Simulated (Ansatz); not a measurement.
# Energy ranking of Zn₆O structures

All numbers below come from Ansatz, DFT PBE, scalar-relativistic, plane waves, PAW. Settings: cutoff 420 eV, Γ-centred meshes spaced at most about 0.3 Å⁻¹, and about 0.25 Å⁻¹ or finer for metals (2π included), Gaussian smearing. No spin polarisation.

Energies over the elements count from the elements' standard structures at the same level (O₂ as a molecule), with no fitted energy shifts.

These are static total energies at zero pressure. The comparison covers the computed candidates alone. For metals, differences of a few meV/atom aren't resolved.

Invented guesses were relaxed alike, and ends that match in structure were merged. ΔE counts from the first row. Coordination counts Zn atoms around O (those within 1.25 times the shortest such distance or 1.15 times the sum of covalent radii, 1.27 where that leaves under three). The ends were matched against large subsets of the Crystallography Open Database and the Materials Project, so a missing match doesn't prove that a structure is unreported.

| # | reached from | type and space group | atoms | Å³/atom | coordination | ΔE (meV/atom) | gap on mesh (eV) | in databases |
| --- | --- | --- | --- | --- | --- | --- | --- | --- |
| 1 | a cell proposed by chemical analogy | P3m1 (No. 156) | 7 | 14.7 | O 4 | 0 | 0.00 | no match |
| 2 | a cell proposed by chemical analogy | P-3m1 (No. 164) | 7 | 14.0 | O 6 | 13 | 0.00 | no match |
| 3 | random cell | I4/mmm (No. 139) | 7 | 16.9 | O 4 | 79 | 0.00 | no match |
| 4 | a cell proposed by chemical analogy | P-31c (No. 163) | 14 | 14.4 | O 6 | 100 | 0.00 | no match |
| 5 | TeF6 type (R-3) | R-3 (No. 148) | 7 | 14.4 | O 6 | 100 | 0.00 | no match |
| 6 | random cell | R-3m (No. 166) | 7 | 14.4 | O 2 | 132 | 0.00 | no match |

The lowest: Space group P3m1 (No. 156), trigonal, a = 2.998 Å, c = 13.220 Å. Zn on its first site is surrounded by 1 O at 1.92 Å, 3 Zn at 2.61 Å and 6 Zn at 3.00 Å; Zn on its second site is surrounded by 3 O at 1.99 Å, 3 Zn at 2.77 Å and 6 Zn at 3.00 Å; around Zn on its third site lie 6 Zn at 2.61–2.67 Å and 6 Zn at 3.00 Å; Zn on its fourth site is surrounded by 6 Zn at 2.67–2.69 Å and 6 Zn at 3.00 Å; O is surrounded by 4 Zn at 1.92–1.99 Å, 6 O at 3.00 Å and 1 Zn at 3.15 Å; 2 more sites not described. Its energy over the elements is −0.29 eV/atom. It lies below the elements, which doesn't yet make it stable against other compounds or structures. An observed structure of this formula, if there is one, may be missing.

```yaml
crystal:
  lattice:
    - [2.99821, 0.00000, 0.00000]
    - [-1.49911, 2.59653, 0.00000]
    - [0.00000, 0.00000, 13.21989]
  atoms:
    - { symbol: Zn, position: [0.33333, 0.66667, 0.23099] }
    - { symbol: Zn, position: [0.00000, 0.00000, 0.01093] }
    - { symbol: Zn, position: [0.00000, 0.00000, 0.37905] }
    - { symbol: Zn, position: [0.33333, 0.66667, 0.53260] }
    - { symbol: Zn, position: [0.00000, 0.00000, 0.68874] }
    - { symbol: Zn, position: [0.33333, 0.66667, 0.84705] }
    - { symbol: O, position: [0.33333, 0.66667, 0.08563] }
```

The second: Space group P-3m1 (No. 164), trigonal, a = 2.942 Å, c = 13.100 Å. Zn on its first site has 6 Zn at 2.69–2.72 Å and 6 Zn at 2.94 Å; Zn on its second site has 3 O at 2.16 Å, 3 Zn at 2.67 Å and 6 Zn at 2.94 Å; Zn on its third site has 6 Zn at 2.67–2.69 Å and 6 Zn at 2.94 Å; O is surrounded by 6 Zn at 2.16 Å. Counting Zn atoms around O, the first has O 4 and the second has O 6. Cells relaxed within their symmetry can be saddle points.

```yaml
crystal:
  lattice:
    - [2.94230, 0.00000, 0.00000]
    - [-1.47115, 2.54810, 0.00000]
    - [0.00000, 0.00000, 13.09991]
  atoms:
    - { symbol: Zn, position: [0.33333, 0.66667, 0.41895] }
    - { symbol: Zn, position: [0.66667, 0.33333, 0.58105] }
    - { symbol: Zn, position: [0.66667, 0.33333, 0.89804] }
    - { symbol: Zn, position: [0.33333, 0.66667, 0.10196] }
    - { symbol: Zn, position: [0.66667, 0.33333, 0.25939] }
    - { symbol: Zn, position: [0.33333, 0.66667, 0.74061] }
    - { symbol: O, position: [0.00000, 0.00000, 0.00000] }
```

Some types were kept out of the candidates beforehand, so the set may lack a known form.
